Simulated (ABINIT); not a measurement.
GaAs in ABINIT: the effect of functional

Crystal: GaAs.

```
As Ga
1.0
     0.00000    2.82685    2.82685
     2.82685    0.00000    2.82685
     2.82685    2.82685    0.00000
As Ga
1 1
Cartesian
  4.2403 4.2403 4.2403
  0.0000 0.0000 0.0000
```

Alike in all runs:

- Program: ABINIT 10.8.3 (patched build)
- Task: band structure
- Potentials or basis: JTH PAW PBE v2.0
- Cutoff: 544 eV
- k mesh: 8 × 8 × 8
- Occupations: fermi-dirac, width 0.05 eV
- Spin: no spin polarisation

Task: One run gave: gap on the mesh 0.35 eV; pressure 6.8 GPa. Which functional did it use?
A. SCAN
B. BLYP
C. RPBE
D. PBE
E. WC

Result: B.

```tsv
functional	gap on the mesh (eV)	pressure (GPa)
PBE	0.51	3.3
LDA	0.29	-1.8
PBEsol	0.44	0.3
RPBE	0.63	5.3
BLYP	0.35	6.8
AM05	0.50	0.6
r2SCAN	1.01	0.5
SCAN	0.81	-0.1
revPBE	0.60	4.8
PW91	0.45	3.1
WC	0.39	0.3
```

Caveats: the PAW data sets were made with another functional, which shifts forces and pressure a little (some runs).

